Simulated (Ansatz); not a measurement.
Ta2Si: a faulty run and its cure

Intended: Ta2Si, PBEsol, plane waves and PAW in Ansatz. The input:

```yaml
crystal:
  lattice:
    - [-3.0877629443, 3.0877629443, 2.5236412193]
    - [3.0877629443, -3.0877629443, 2.5236412193]
    - [3.0877629443, 3.0877629443, -2.5236412193]
  atoms:
    - { symbol: Ta, position: [0.6791573653, 0.8327336137, 0.5467015845] }
    - { symbol: Ta, position: [0.8969557871, 0.3557195858, 0.2074366355] }
    - { symbol: Ta, position: [0.3321604681, 0.1098801683, 0.4719505139] }
    - { symbol: Ta, position: [0.2107309688, 0.6745783704, 0.8558239124] }
    - { symbol: Si, position: [0.2311802612, 0.2473158353, -0.0188088069] }
    - { symbol: Si, position: [0.7413263448, 0.7464247134, -0.0390794601] }
basis:
  ecutwfc: 420
kpoints:
  mp_grid: { grid: [6, 6, 6] }
hamiltonian:
  xc: pbesol
scf:
  occupations: { method: gaussian, width: 0.1 }
output:
  forces: true
  stress: true
  eigenvalues: true
relax:
  adjacent_minimum: "off"
  f_tol: 0.005
  max_steps: 3
  cell: { stress_tol: 0.05 }
```

Command:

```bash
ansatz run input.yaml --threads 1 --pin off --max-ram 2560MiB --backend cpu --events-out ev --progress --plain --runs-dir out
```

From the log (HF is the Harris–Foulkes energy, dr2 the density residual in eV):

```text
PAW frozen core: Si, regenerated for the run's functional, and the local potential with it (the file was generated under x = pbe(κ = 0.804, μ = 0.2195), c = pbe(β = 0.0667))
Initial density: superposition of atomic densities, corrected by the library's trained network
SCF iter   1: HF=-40470.264479 eV  Δρ=5.33e-3  dr2=2.91e-2
SCF iter   2: HF=-40470.259863 eV  Δρ=3.09e-3  dr2=8.77e-3
SCF iter   3: HF=-40470.257750 eV  Δρ=6.58e-4  dr2=9.70e-4
SCF iter   4: HF=-40470.257578 eV  Δρ=1.86e-4  dr2=4.44e-5
   ...
SCF 1 converged in 7 iterations: F = -40470.257564 eV  dr2 = 8.32e-8
relax step   1: F+E_penalty+E_count = -40470.25756367 eV  Δ(F+E_penalty+E_count) = +0.000e0 eV  max|allowed force component| = 6.464e0 eV/Å  Δτ_max = 0.0000 Å  P = +6.315 GPa  Ω = 96.244 Å³  (7 SCF iters, dr2 threshold 1.00e-7 eV, accepted)
Crystal: 6 atoms, lattice volume = 93.518 Å³
Basis set: ecut = 420 eV, 1857 PW (Γ), exchange–correlation on 72×72×72 points (8 copies of the dense FFT grid, shifted against one another)
Initial density: handed on by an earlier stage of this run
SCF 2 converged in 7 iterations: F = -40472.428682 eV  dr2 = 1.34e-7
relax step   2: F+E_penalty+E_count = -40472.42868231 eV  Δ(F+E_penalty+E_count) = -2.171e0 eV  max|allowed force component| = 1.312e0 eV/Å  Δτ_max = 0.1944 Å  P = +4.227 GPa  Ω = 93.518 Å³  energy of the carried Pulay correction = +9.487e-4 eV  (7 SCF iters, dr2 threshold 6.00e-7 eV, accepted)
Crystal: 6 atoms, lattice volume = 94.903 Å³
Basis set: ecut = 420 eV, 1877 PW (Γ), exchange–correlation on 72×72×72 points (8 copies of the dense FFT grid, shifted against one another)
SCF iter   8: HF=-40472.629075 eV  Δρ=1.07e-6  dr2=2.17e-9
SCF iter   9: HF=-40472.629075 eV  Δρ=2.52e-7  dr2=1.40e-10
SCF iter  10: F=-40472.629075 eV  HF=-40472.629075 eV  Δρ=5.68e-8  dr2=5.86e-12
SCF 3 converged in 10 iterations: F = -40472.629075 eV  dr2 = 5.86e-12
relax step   3: F+E_penalty+E_count = -40472.62907464 eV  Δ(F+E_penalty+E_count) = -2.004e-1 eV  max|allowed force component| = 1.086e-1 eV/Å  Δτ_max = 0.0910 Å  P = -0.067 GPa  Ω = 94.903 Å³  energy of the carried Pulay correction = +4.636e-4 eV  (10 SCF iters, accepted)
Step failed. What follows is not a result of the run: it is the report of the last solve that finished, which converged after 10 SCF iterations.
Free energy (F): -40472.629075 eV
E sigma→0 (E₀):  -40472.622622 eV
Entropy (-TS):   -0.012906 eV (-2.151 meV/atom)
Fermi energy:    17.666033 eV
--- Forces (eV/Å), atoms counted from 1 ---
  atom   1  Ta    -0.09975676     0.09780158     0.01365101
  atom   2  Ta    -0.10725070    -0.08281160    -0.01041072
  atom   3  Ta     0.10857628    -0.10001332     0.00781221
  atom   4  Ta     0.09273562     0.09561705    -0.00065483
  atom   5  Si    -0.00244326    -0.01436910    -0.01075907
  atom   6  Si     0.00813893     0.00377565     0.00036137
--- Stress (GPa, compression-positive) ---
       -0.315946      -0.443800       0.098409
       -0.443800      -0.497034      -0.168665
        0.098409      -0.168665       0.445495
  P = ⅓ Tr σ = -0.1225 GPa (-1.225 kbar)
```

Problem. Name the fault and the cure.

Solution. The fault is a relaxation cut at too few steps. Forces or stress still stood over their tolerances at the last step allowed. The cure is more steps.

The change to the input:

```diff
 relax:
-  max_steps: 3
+  max_steps: 100
```

Result of the mended run: a pressure of -0.02 GPa, a largest force of 0.005 eV/Å, no gap.

The mended run took 6.8 min on 1 thread of Intel(R) Xeon(R) Processor @ 2.50GHz (Skylake/Cascade Lake), on a shared host, peak memory 0.58 GiB.